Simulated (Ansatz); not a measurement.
The system is InP.

```
CELL_PARAMETERS angstrom
0.00000 2.76883 2.76883
2.76883 0.00000 2.76883
2.76883 2.76883 0.00000
ATOMIC_POSITIONS crystal
In 0.00000 0.00000 0.00000
P 0.50000 0.50000 0.50000
```

Measurements of this composition are mostly on another form, of space group No. 216.

```yaml
Program: Ansatz 0.2.0
Task: relaxation of cell and atoms
Functional: HSE03
Potentials_or_basis: Ansatz PAW
Cutoff: "420 eV (not typed: the program's choice for these potentials)"
k_mesh: 4 × 4 × 4
Occupations: fermi-dirac, width 0.05 eV
Spin: no spin polarisation
```

At the start: volume 21.23 Å³/atom.

Q: Where does the relaxation end?

A: It ends after 5 steps and the volume is 20.69 Å³/atom (-2.5 %); space group Fm-3m (No. 225, to 0.05 Å).

Step by step:
```tsv
step	energy change (eV)	largest force (eV/Å)	volume (Å³)
1	0.0000	0.0000	42.45
2	-0.0022	0.0000	40.50
3	-0.0073	0.0000	41.43
4	-0.0074	0.0000	41.39
5	-0.0071	0.0000	41.39
```

Final structure:
```yaml
crystal:
  lattice:
    - [0.00000, 2.74549, 2.74549]
    - [2.74549, 0.00000, 2.74549]
    - [2.74549, 2.74549, 0.00000]
  atoms:
    - { symbol: In, position: [0.00000, 0.00000, 0.00000] }
    - { symbol: P, position: [0.50000, 0.50000, 0.50000] }
```

Caveat: the k mesh is coarse (spacing up to 0.49 Å⁻¹), so the values aren't converged, least of all with exact exchange; the plane-wave basis is chosen anew once the cell has moved, so the energies of steps on either side of that aren't comparable; the PAW data sets come from PBE, with cores solved anew for the run's functional, which leaves a small shift of forces and pressure.
